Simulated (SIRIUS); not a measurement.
# BN (P1) in SIRIUS: reference runs

Aim: a first look at BN with PBE, on the cell as given.

Everything below comes from runs of SIRIUS 7.10.0. Logs are shortened: lines on timing, memory, paths and dates and some standing lists are left out, and cuts for length are marked. The log counts tension as positive stress, the text compression.

## 1. The cell of the first run

The typed cell holds 2 atoms: a = 3.669 Å, b = 3.669 Å, c = 3.669 Å, α = 39.87°, β = 39.87°, γ = 39.87°.

The cell is a database's computed one.

## 2. Single point, PBE (all atoms moved at random, sigma 0.02 Å a component)

Input file sirius.json:

```json
{
  "control": {
    "processing_unit": "cpu",
    "verbosity": 2,
    "num_bands_to_print": 10,
    "print_forces": true,
    "print_stress": true
  },
  "parameters": {
    "electronic_structure_method": "pseudopotential",
    "xc_functionals": ["XC_GGA_X_PBE", "XC_GGA_C_PBE"],
    "gk_cutoff": 9.2,
    "pw_cutoff": 18.4,
    "ngridk": [12, 12, 12],
    "shiftk": [0, 0, 0],
    "smearing": "fermi_dirac",
    "smearing_width": 0.0018374661,
    "num_bands": 10,
    "num_mag_dims": 0,
    "num_dft_iter": 100,
    "energy_tol": 1e-08,
    "density_tol": 1e-06
  },
  "iterative_solver": {
    "type": "davidson",
    "min_tolerance": 1e-09,
    "tolerance_scale": [0.1, 0.25]
  },
  "mixer": {
    "type": "anderson",
    "beta": 0.7,
    "max_history": 8
  },
  "settings": {
    "tol_ne": 1e-10,
    "pseudo_grid_cutoff": 6.5
  },
  "unit_cell": {
    "lattice_vectors": [
      [0.340970174382, 0.196859222927, 0.919231084402],
      [-0.340970174382, 0.196859222927, 0.919231084402],
      [0.0, -0.393718445853, 0.919231084402]
    ],
    "lattice_vectors_scale": 6.9339716209,
    "atom_coordinate_units": "lattice",
    "atom_types": ["B", "N"],
    "atom_files": {
      "B": "B.json",
      "N": "N.json"
    },
    "atoms": {
      "B": [
        [0.99372216, 0.00786643, 0.99762524]
      ],
      "N": [
        [0.33871084, 0.32456657, 0.33480776]
      ]
    }
  }
}
```

Potentials or basis: PseudoDojo 0.4.1 PBE standard (scalar relativistic).

Launch:

```console
$ upf_to_json B.upf
$ upf_to_json N.upf
$ OMP_NUM_THREADS=1 sirius.scf --input=sirius.json --output=out.json --task=0
```

The program printed:

```text
[info] SIRIUS version : 7.10.0
[info] number of MPI ranks           : 1
[info] MPI grid                      : 1 1
[info] maximum number of OMP threads : 1
[fft] FFT context for density and potential
[fft] =====================================
[fft]   comm size                             : 1
[fft]   plane wave cutoff                     : 18.4
[fft]   grid size                             : 45 45 45   total : 91125
[fft]   grid limits                           : -22 22   -22 22   -22 22
[fft]   number of G-vectors within the cutoff : 6466
[fft]   local number of G-vectors             : 6466
[fft]   number of G-shells                    : 1262
[fft] FFT context for coarse grid
[fft] =====================================
[fft]   comm size                             : 1
[fft]   plane wave cutoff                     : 18.4
[fft]   grid size                             : 45 45 45   total : 91125
[fft]   grid limits                           : -22 22   -22 22   -22 22
[fft]   number of G-vectors within the cutoff : 6466
[fft]   local number of G-vectors             : 6466
[fft]   number of G-shells                    : 1262
[unit cell] lattice vectors
[unit cell]   a1 :       2.3642775127      1.3650162651      6.3739222523
[unit cell]   a2 :      -2.3642775127      1.3650162651      6.3739222523
[unit cell]   a3 :       0.0000000000     -2.7300325302      6.3739222523
[unit cell] reciprocal lattice vectors
[unit cell]   b1 :       1.3287749161      0.7671685517      0.3285881157
[unit cell]   b2 :      -1.3287749161      0.7671685517      0.3285881157
[unit cell]   b3 :      -0.0000000000     -1.5343371035      0.3285881157
[unit cell] unit cell volume :       123.42248605 [a.u.^3]
[unit cell] 1/sqrt(omega)    :         0.09001251
[unit cell] MT volume        :         0.00000000 ( 0.00%)
[unit cell] IT volume        :       123.42248605 (100.00%)
[unit cell] number of atom types : 2
[unit cell] type id : 0 symbol :  B mt_radius :  15.330000 num_atoms : 1
[unit cell] type id : 1 symbol :  N mt_radius :  10.570000 num_atoms : 1
[unit cell] total number of atoms : 2
[unit cell] number of symmetry classes : 2
[unit cell] number of PAW atoms : 0
[unit cell] atom id  type id  class id             position                      vector_field
[unit cell] ------------------------------------------------------------------------------------------
[unit cell]      0        0        0      0.99372   0.00787   0.99763      0.00000   0.00000   0.00000
[unit cell]      1        1        1      0.33871   0.32457   0.33481      0.00000   0.00000   0.00000
[unit cell] atom id         position (Cartesian, a.u.)
[unit cell] ---------------------------------------------
[unit cell]      0       2.330837   -1.356365   12.742834
[unit cell]      1       0.033441   -0.008652    6.361717
[unit cell] class id : 0 atom id : 0
[unit cell] class id : 1 atom id : 1
[unit cell] minimum bond length:     2.681210
[unit cell] total number of pseudo wave-functions: 8
[sym] space group number   : 1
[sym] international symbol : P1
[sym] Hall symbol          : P 1
[sym] space group transformation matrix :
[sym]   0.0000 -1.0000 -0.0000
[sym]   0.0000  0.0000 -1.0000
[sym]   1.0000  1.0000  1.0000
[sym] space group origin shift :
[sym]   0.0000  0.0000  0.0000
[sym] number of space group operations  : 1
[sym] number of magnetic group operations : 1
[sym] metric tensor error: 0.0000e+00
[sym] rotation matrix error: 4.4409e-16
[sym] symmetry operations
[... list of symmetry operations ...]
[atom type] label          : B
[... 213 lines left out ...]
[find] | SCF iteration   4 out of 100|
[diagonalize] iterative solver tolerance (occupied, empty): 2.66423e-05 2.66423e-05
[... 47 lines left out ...]
[find] Free energy (E-TS)             :     -13.40665920 (Ha),     -26.81331839 (Ry)
[find] band gap (eV)                  :       4.11966403
[find] Efermi                         :       0.22008432
[find] iteration : 9, RMS : 3.809282728600e-07, energy difference : -1.183130038385e-09
[find] Hartree energy of density residual : 4.534836174513e-12
[find] | SCF iteration  10 out of 100|
[diagonalize] iterative solver tolerance (occupied, empty): 5.51063e-09 5.51063e-09
[diagonalize] average number of iterations: 2.50691
[find] Total energy                   :     -13.40665920 (Ha),     -26.81331839 (Ry)
[find] Free energy (E-TS)             :     -13.40665920 (Ha),     -26.81331839 (Ry)
[find] band gap (eV)                  :       4.11968613
[find] Efermi                         :       0.22008402
[find] iteration : 10, RMS : 1.766447455440e-07, energy difference : -1.933475601845e-10
[find] Hartree energy of density residual : 9.160628917684e-13
[find] bands are converged : true
[find] iterative solver converged : false
[find] +------------------------------+
[find] | SCF iteration  11 out of 100|
[find] +------------------------------+
[diagonalize] iterative solver tolerance (occupied, empty): 1.37766e-09 1.37766e-09
[diagonalize] average number of iterations: 2.45853
[diagonalize] Lowest band energies
[diagonalize] ik:    0   -0.485248    0.013706    0.104046    0.135364    0.358571    0.578849    0.621844    0.649766    0.711433    1.120811
[diagonalize] ik:    1   -0.480231    0.019257    0.085796    0.123808    0.368744    0.592938    0.624054    0.632573    0.728905    1.126100
[diagonalize] ik:    2   -0.465463    0.034436    0.038944    0.097564    0.395822    0.583739    0.597236    0.672363    0.768343    1.027469
[diagonalize] ik:    3   -0.441983   -0.025477    0.062406    0.068623    0.432760    0.521763    0.592535    0.755088    0.807575    0.948353
[diagonalize] ik:    4   -0.412380   -0.089347    0.044288    0.096631    0.434381    0.496303    0.595217    0.806927    0.849224    0.917049
[diagonalize] ...
[diagonalize] ik:  863   -0.407128   -0.086939    0.042474    0.052894    0.417736    0.547632    0.676546    0.811658    0.845545    0.920373
[diagonalize] ik:  864   -0.434998   -0.024183    0.006977    0.067097    0.478999    0.562618    0.674965    0.751177    0.772234    0.968147
[diagonalize] ik:  865   -0.457115   -0.028588    0.038318    0.096449    0.516891    0.578957    0.664067    0.678408    0.741259    0.998068
[diagonalize] ik:  866   -0.471014   -0.050409    0.085632    0.123073    0.533721    0.585674    0.615978    0.645004    0.755506    0.977116
[diagonalize] ik:  867   -0.475733   -0.057787    0.103442    0.134738    0.538497    0.575124    0.615658    0.623461    0.767024    0.963460
[find] Charges and magnetic moments
[find] --------------------------------------------------------------------------------
[find] total charge          : 8.000000
[find] Energy
[find] --------------------------------------------------------------------------------
[find] valence_eval_sum               :      -0.75014461
[find] <rho|V^{XC}>                   :      -4.91167527
[find] <rho|E^{XC}>                   :      -4.33813543
[find] <mag|B^{XC}>                   :       0.00000000
[find] <rho|V^{H}>                    :       8.44691975
[find] one-electron contribution      :      -4.28538909 (Ha),      -8.57077818 (Ry)
[find] hartree contribution           :       4.22345988
[find] xc contribution                :      -4.33813543
[find] ewald contribution             :      -9.00659421
[find] PAW contribution               :       0.00000000
[find] smearing (-TS)                 :      -0.00000000
[find] SCF correction                 :      -0.00000035
[find] Total energy                   :     -13.40665920 (Ha),     -26.81331839 (Ry)
[find] Free energy (E-TS)             :     -13.40665920 (Ha),     -26.81331839 (Ry)
[find] band gap (eV)                  :       4.11967079
[find] Efermi                         :       0.22008397
[find] iteration : 11, RMS : 4.096090585292e-08, energy difference : -2.566480361565e-11
[find] Hartree energy of density residual : 4.575082269340e-14
[find] bands are converged : true
[find] iterative solver converged : true
[find] converged after 12 SCF iterations!
[find] Charges and magnetic moments
[find] --------------------------------------------------------------------------------
[find] total charge          : 8.000000
[find] Energy
[find] --------------------------------------------------------------------------------
[find] valence_eval_sum               :      -0.75014461
[find] <rho|V^{XC}>                   :      -4.91167527
[find] <rho|E^{XC}>                   :      -4.33813543
[find] <mag|B^{XC}>                   :       0.00000000
[find] <rho|V^{H}>                    :       8.44691975
[find] one-electron contribution      :      -4.28538909 (Ha),      -8.57077818 (Ry)
[find] hartree contribution           :       4.22345988
[find] xc contribution                :      -4.33813543
[find] ewald contribution             :      -9.00659421
[find] PAW contribution               :       0.00000000
[find] smearing (-TS)                 :      -0.00000000
[find] SCF correction                 :      -0.00000035
[find] Total energy                   :     -13.40665920 (Ha),     -26.81331839 (Ry)
[find] Free energy (E-TS)             :     -13.40665920 (Ha),     -26.81331839 (Ry)
[find] band gap (eV)                  :       4.11967079
[find] Efermi                         :       0.22008397
[ground_state] === stress tensor components [kbar] ===
[ground_state] === stress_kin ===
[ground_state] -14476.368918   75.362777    0.213187
[ground_state]    75.362777-14434.899811   -0.059000
[ground_state]     0.213187   -0.059000-15777.752041
[ground_state] === stress_har ===
[ground_state] -7576.530425  -70.079286   -1.044128
[ground_state]   -70.079286-7613.703179    0.266974
[ground_state]    -1.044128    0.266974 5122.500630
[ground_state] === stress_ewald ===
[ground_state] -2257.887159 -619.519994   -3.777765
[ground_state]  -619.519994-2581.958469    0.911018
[ground_state]    -3.777765    0.91101826309.443578
[ground_state] === stress_vloc ===
[ground_state] 18843.149412  572.145562    4.393027
[ground_state]   572.14556219145.134136   -1.092089
[ground_state]     4.393027   -1.092089-21108.325005
[ground_state] === stress_xc ===
[ground_state]  1441.156793   -2.933657   -0.025487
[ground_state]    -2.933657 1439.614444    0.006130
[ground_state]    -0.025487    0.006130 1540.430290
[ground_state] === stress_core ===
[ground_state]  1608.474879    2.289207    0.006919
[ground_state]     2.289207 1609.623905   -0.001299
[ground_state]     0.006919   -0.001299 1579.225744
[ground_state] === stress_nonloc ===
[ground_state]  2382.225864    3.584320    0.040495
[ground_state]     3.584320 2383.229911   -0.005830
[ground_state]     0.040495   -0.005830 2311.147971
[ground_state] === stress_us_nl ===
[ground_state]  2382.225864    3.584320    0.040495
[ground_state]     3.584320 2383.229911   -0.005830
[ground_state]     0.040495   -0.005830 2311.147971
[ground_state] === stress_total ===
[ground_state]   -35.779555  -39.151070   -0.193751
[ground_state]   -39.151070  -52.959064    0.025904
[ground_state]    -0.193751    0.025904  -23.328834
[ground_state] ==== total Forces in Ha/bohr =====
[ground_state] atom:    0, force:       0.0280521     -0.0059825     -0.0004053
[ground_state] atom:    1, force:      -0.0280523      0.0059826      0.0004052
[ground_state] ==== ultrasoft contribution from Qij =====
[ground_state] atom:    0, force:       0.0000000      0.0000000      0.0000000
[ground_state] atom:    1, force:       0.0000000      0.0000000      0.0000000
[ground_state] ==== non-local contribution from Beta-projector =====
[ground_state] atom:    0, force:       0.0289478     -0.0062012      0.0006921
[ground_state] atom:    1, force:      -0.0086252      0.0019280      0.0035846
[ground_state] ==== contribution from local potential =====
[ground_state] atom:    0, force:      -0.1057387      0.0222361     -0.0112084
[ground_state] atom:    1, force:       0.0857657     -0.0180422      0.0070810
[ground_state] ==== contribution from core density =====
[ground_state] atom:    0, force:      -0.0016442      0.0003458     -0.0000728
[ground_state] atom:    1, force:       0.0012945     -0.0002664     -0.0000765
[ground_state] ==== Ewald forces from ions =====
[ground_state] atom:    0, force:       0.1064873     -0.0223632      0.0101838
[ground_state] atom:    1, force:      -0.1064873      0.0223632     -0.0101838
[~DFT_ground_state] local op. applied: 258133
[~DFT_ground_state] evp. work count: 108681
[~DFT_ground_state] number of iterative solver steps: 29249
```

Run time: 8.3 min. Hardware: 1 thread of Arm Neoverse V1, shared host; peak memory 1.8 GiB.

Results:

- Free energy: -364.8138 eV
- Pressure: 3.7 GPa
- Largest force: 1.475 eV/Å
- Band gap on the k mesh: 4.12 eV

Forces in eV/Å, atoms in the order of the input:
```
B    1.442 -0.308 -0.021
N   -1.443  0.308  0.021
```

Stress tensor (GPa, compression positive):
```
3.58 3.92 0.02
3.92 5.30 0.00
0.02 0.00 2.33
```

Caveat: forces of over 1 eV/Å show positions far from the minimum, so gaps and moduli don't describe the material at rest.
